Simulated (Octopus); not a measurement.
# CoO (Fm-3m) in Octopus: a series of runs

Runs on CoO. Level: PBE. Tasks: single point.

Program: Octopus 16.4. These are calculated values, not measurements. Logs are shortened: lines on timing, memory, paths and dates and some standing lists are left out, and cuts for length are marked.

**1. The crystal as given**

Symmetry: Fm-3m, No. 225, cubic system. The conventional cell has a = 4.263 Å, b = 4.263 Å, c = 4.263 Å, α = 90.00°, β = 90.00°, γ = 90.00°. Co (site symmetry m-3m) is surrounded by 6 O at 2.13 Å. O (site symmetry m-3m) has 6 Co at 2.13 Å as nearest neighbours.

**2. Single point, PBE, collinear spin, ferromagnetic start, 9.68 Å³/atom**

Input file inp:

```
CalculationMode = gs
UnitsOutput = eV_Angstrom
PeriodicDimensions = 3
ExperimentalFeatures = yes
PseudopotentialSet = pseudodojo_pbe
%LatticeParameters
 1*angstrom | 1*angstrom | 1*angstrom
%
%LatticeVectors
 0 | 2.1315 | 2.1315
 2.1315 | 0 | 2.1315
 2.1315 | 2.1315 | 0
%
%ReducedCoordinates
 "Co" | 0 | 0 | 0
 "O" | 0.5 | 0.5 | 0.5
%
%Spacing
 0.13701801*angstrom | 0.13701801*angstrom | 0.13701801*angstrom
%
DerivativesOrder = 8
%KPointsGrid
 9 | 9 | 9
%
KPointsUseSymmetries = yes
XCFunctional = gga_x_pbe + gga_c_pbe
SpinComponents = polarized
KPointsUseTimeReversal = no
GuessMagnetDensity = user_defined
%AtomsMagnetDirection
 2.0
 0.0
%
SmearingFunction = fermi_dirac
Smearing = 0.05*eV
ExtraStates = 10
Eigensolver = chebyshev_filter
ConvRelDens = 1e-6
MaximumIter = 120
%Output
 density | cube
 elf | cube
 potential | cube
%
```

Potentials or basis: pseudodojo_pbe (PseudoDojo 0.5, PBE).

On the command line:

```bash
> OMP_NUM_THREADS=1 octopus > out.log
```

out.log:

```text
Running octopus

Version                : 16.4
Optional libraries     :

************************** Calculation Mode **************************
Input: [CalculationMode = gs]
**********************************************************************

Input: [SpinComponents = polarized]

******************************* Space ********************************
Octopus will run in 3 dimension(s).
Octopus will treat the system as periodic in 3 dimension(s).
**********************************************************************

Input: [AllElectronType = no]
Input: [PseudopotentialSet = pseudodojo_pbe]
Reading Coordinates from ReducedCoordinates block

****************************** Species *******************************
  Species 'Co'
    type             : pseudopotential
    file             : 'Co.upf'
    file format      : UPF2
    valence charge   : 17.0
    atomic number    :  27
    form on file     : kleinman-bylander
    lmax             : 2
    llocal           : -1
    projectors per l : 2
    total projectors : 6
    application form : kleinman-bylander
    orbitals         : 10
    bound orbitals   : 10

  Species 'O'
    type             : pseudopotential
    file             : 'O.upf'
    file format      : UPF2
    valence charge   : 6.0
    atomic number    :   8
    form on file     : kleinman-bylander
    lmax             : 2
    llocal           : -1
    projectors per l : 2
    total projectors : 6
    application form : kleinman-bylander
    orbitals         :  4
    bound orbitals   :  4

**********************************************************************

***************************** Symmetries *****************************
Space group No.  225
International: Fm-3m
Schoenflies: Oh^5
Info: The system has    48 symmorphic symmetries that can be used.
  Index                Rotation matrix                      Fractional translations
    1 :     1   0   0     0   1   0     0   0   1      0.000000    0.000000    0.000000
    2 :    -1   0   0     0  -1   0     0   0  -1      0.000000    0.000000    0.000000
[... 344 lines left out ...]
     22       1    up       35.449591    0.000000   ( 2.0E-01)
     22      34    dn       35.492162    0.000000   ( 1.4E-01)
     22      31    up       35.614784    0.000000   ( 9.5E-02)
     22      27    dn       35.883631    0.000000   ( 1.2E-01)
     22      34    up       36.128296    0.000000   ( 1.3E-01)
     22      33    dn       36.373395    0.000000   ( 1.2E-01)
     22      35    dn       37.012372    0.000000   ( 1.5E-01)

Density of states:

--------------------------------------------------%-------------------
--------------------------------------------------%-------------------
-----------------------------------------------%--%%------------------
-----------------------------------------------%--%%------------------
-------------------%%--------------------------%--%%------------------
-------------------%%--------------------------%--%%--------------%---
-------------------%%-------------------%------%%%%%--------------%---
-------------------%%-------------------%------%%%%%----%-%-------%%--
%%-----------------%%-------------------%------%%%%%--%%%%%%-%%%%%%%--
%%-----------------%%-------------------%-----%%%%%%-%%%%%%%%%%%%%%%%-
                                                   ^

Fermi energy =     1.937424 eV
Total Magnetic Moment:
 mz =   2.911420
Local Magnetic Moments (sphere radius [A] =   1.507):
 Ion                    mz
   1        Co       2.718290
   2         O       0.563149
[... 219 lines left out ...]
*********************** SCF CYCLE ITER #   14 ************************
 etot  = -4.61324332E+03 abs_ev   =  4.95E-04 rel_ev   =  8.66E-07
 ediff =        5.47E-06 abs_dens =  2.04E-05 rel_dens =  8.88E-07
Matrix vector products: 1750
Converged eigenvectors: 0

#  State  KPoint  Spin  Eigenvalue [eV]  Occupation    Error
      1       1    up      -94.415689    1.000000   ( 1.8E-07)
      1       2    up      -94.415282    1.000000   ( 1.8E-07)
      1       3    up      -94.415146    1.000000   ( 1.8E-07)
      1       4    up      -94.414666    1.000000   ( 1.8E-07)
      1       5    up      -94.414322    1.000000   ( 1.7E-07)
      1       6    up      -94.414249    1.000000   ( 1.7E-07)
      1      10    up      -94.413771    1.000000   ( 1.8E-07)
      1       7    up      -94.413587    1.000000   ( 1.7E-07)
[... 23 lines left out ...]
     22      29    dn       33.595283    0.000000   ( 6.7E-02)
     21      34    up       33.634986    0.000000   ( 1.1E-02)
     22      33    dn       33.700507    0.000000   ( 7.1E-02)
     21      34    dn       33.784054    0.000000   ( 3.6E-02)
     22      34    dn       33.841229    0.000000   ( 6.6E-02)
     22      26    dn       34.015401    0.000000   ( 6.4E-02)
     22      35    dn       34.082632    0.000000   ( 7.2E-02)
     22      34    up       34.351994    0.000000   ( 5.9E-02)

Density of states:

-------------------------------------------------%-%%-----------------
-------------------------------------------------%-%%-----------------
--------------------%%---------------------------%-%%-----------------
--------------------%%---------------------------%%%%-----------------
--------------------%%---------------------------%%%%--------------%--
--------------------%%--------------------%------%%%%----%---------%%-
--------------------%%--------------------%-----%%%%%%---%%-%------%%-
%%------------------%%--------------------%-----%%%%%%---%%%%--%%%%%%-
%%------------------%%--------------------%-----%%%%%%-%%%%%%%%%%%%%%-
%%------------------%%-------------------%%-----%%%%%%%%%%%%%%%%%%%%%%
                                                    ^

Fermi energy =     2.375867 eV
Total Magnetic Moment:
 mz =   2.988654
Local Magnetic Moments (sphere radius [A] =   1.507):
 Ion                    mz
   1        Co       2.672454
   2         O       0.665269

**********************************************************************

Info: SCF converged in   14 iterations

** Warning:
**   Some of the states are not fully converged!

Info: Number of matrix-vector products:      24500
Info: Writing output to static/

Info: Finished writing information to 'restart/gs'.

Octopus emitted 35 warnings.
```

static/info:

```text
**

********************** Brillouin zone sampling ***********************
Dimensions of the k-point grid      =  9  9  9
Total number of k-points            = 729
[... 1669 lines left out ...]
      rel_energy =  3.22610300E-08 ( 0.00000000E+00)
      abs_dens =  2.04167916E-05 ( 0.00000000E+00)
      rel_dens =  8.87686593E-07 ( 1.00000000E-06)
      abs_evsum =  4.94510902E-04 ( 0.00000000E+00) [eV]
      rel_evsum =  8.65568859E-07 ( 0.00000000E+00)

Forces on the ions [eV/A]
 Ion                        x              y              z
   1        Co   0.00000000E+00   0.00000000E+00   0.00000000E+00
   2         O   0.00000000E+00   0.00000000E+00   0.00000000E+00
 ----------------------------------------------------------
 Max abs force   0.00000000E+00   0.00000000E+00   0.00000000E+00
   Total force   0.00000000E+00   0.00000000E+00   0.00000000E+00
```

It took 3.9 min on 1 thread of AMD EPYC 9R45 (Zen 5), shared host; peak memory 1.2 GiB.

What came out:

- Free energy: -4613.2740 eV
- Band gap on the k mesh: none (metal or under the smearing width)
- Net moment: 2.99 μB per cell
- Site moments: Co +2.67; O +0.67 μB

Caveat: a cell with one magnetic atom can't hold antiferromagnetic order, which such compounds often take; semilocal functionals often make such compounds metallic where correlation or magnetic order opens a gap, which also shifts bond lengths.

**3. Single point, PBE, collinear spin, ferromagnetic start, 9.68 Å³/atom**

Changes to inp since step 2:

```diff
@@ -30,3 +30,3 @@
 %AtomsMagnetDirection
- 2.0
+ 4.0
  0.0
```

Potentials or basis: pseudodojo_pbe (PseudoDojo 0.5, PBE).

On the command line:

```bash
> OMP_NUM_THREADS=1 octopus > out.log
```

Wall time 4.2 min (1 thread of AMD EPYC 9R45 (Zen 5), shared host); peak memory 1.2 GiB.

Results (log left out):

```yaml
Free_energy: -4613.2740 eV
Band_gap_on_the_k_mesh: none (metal or under the smearing width)
Net_moment: 2.99 μB per cell
Site_moments: Co +2.67; O +0.67 μB
```

Caveat: a cell with one magnetic atom can't hold antiferromagnetic order, which such compounds often take; semilocal functionals often make such compounds metallic where correlation or magnetic order opens a gap, which also shifts bond lengths.

**4. Single point, PBE, 9.68 Å³/atom**

Changes to inp since step 3:

```diff
@@ -26,12 +26,5 @@
 XCFunctional = gga_x_pbe + gga_c_pbe
-SpinComponents = polarized
-KPointsUseTimeReversal = no
-GuessMagnetDensity = user_defined
-%AtomsMagnetDirection
- 4.0
- 0.0
-%
 SmearingFunction = fermi_dirac
 Smearing = 0.05*eV
-ExtraStates = 10
+ExtraStates = 8
 Eigensolver = chebyshev_filter
@@ -39,6 +32 @@
 MaximumIter = 120
-%Output
- density | cube
- elf | cube
- potential | cube
-%
```

On the command line:

```bash
> OMP_NUM_THREADS=1 octopus > out.log
```

It took 92 s on 1 thread of AMD EPYC 9R45 (Zen 5), shared host; peak memory 0.57 GiB.

Results (log left out):

```yaml
Free_energy: -4612.6461 eV
Band_gap_on_the_k_mesh: none (metal or under the smearing width)
```

Caveat: an odd number of electrons without spin polarisation forces a metal; a magnetic or distorted state may lie lower; the run has no spin polarisation, though such a crystal can be magnetic; semilocal functionals often make such compounds metallic where correlation or magnetic order opens a gap, which also shifts bond lengths.

**5. Single point, PBE, collinear spin, random start, 9.68 Å³/atom**

Changes to inp since step 4:

```diff
@@ -26,5 +26,12 @@
 XCFunctional = gga_x_pbe + gga_c_pbe
+SpinComponents = polarized
+KPointsUseTimeReversal = no
+GuessMagnetDensity = user_defined
+%AtomsMagnetDirection
+ 2.565
+ 0.0
+%
 SmearingFunction = fermi_dirac
 Smearing = 0.05*eV
-ExtraStates = 8
+ExtraStates = 9
 Eigensolver = chebyshev_filter
```

On the command line:

```bash
> OMP_NUM_THREADS=1 octopus > out.log
```

Run time: 3 min. Hardware: 1 thread of AMD EPYC 9R45 (Zen 5), shared host; peak memory 1.1 GiB.

Results (log left out):

```
Free energy            : -4613.2740 eV
Band gap on the k mesh : none (metal or under the smearing width)
Net moment             : 2.99 μB per cell
Site moments           : Co +2.67; O +0.67 μB
```

Caveat: a cell with one magnetic atom can't hold antiferromagnetic order, which such compounds often take; semilocal functionals often make such compounds metallic where correlation or magnetic order opens a gap, which also shifts bond lengths.
